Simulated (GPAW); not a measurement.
The system is HgTe.

```xyz
4
Lattice="2.9925 -3.4669 0.0000 2.9925 3.4669 0.0000 0.0000 0.0000 5.7982" Properties=species:S:1:pos:R:3 pbc="T T T"
Hg    2.9925   -1.0883    1.4495
Hg    2.9925    1.0883    4.3486
Te    2.9925    1.9748    1.4495
Te    2.9925   -1.9748    4.3486
```

Measurements of this composition are mostly on another form, of space group No. 216.

Program: GPAW 26.7.0. Alike in all runs: no spin polarisation; cell as given; cutoff (eV) 600; smearing fermi-dirac 0.05 eV. Hardware: 1 thread of AMD EPYC 9R45 96-Core Processor (Zen 5), with other jobs on the host.

Q: Order these runs on this cell by their wall time, lowest first.
A. task band structure; level r2SCAN; potentials or basis GPAW PAW data sets (gpaw-data 1.2.1), pw; k mesh 5 × 5 × 4; band path GXSRAZGYX1A1TY,ZT; band points 100
B. task band structure; level LDA; potentials or basis the program's PAW data sets (release 1.2.1) made for this functional, pw; k mesh 5 × 5 × 4; band path GXSRAZGYX1A1TY,ZT; band points 100
C. task single point; level PBEsol; potentials or basis PAW data sets generated in the run's folder for this functional, pw; k mesh 6 × 6 × 5

A: C (71 s), B (170 s), A (360 s).

Not every run made on this cell is shown here.
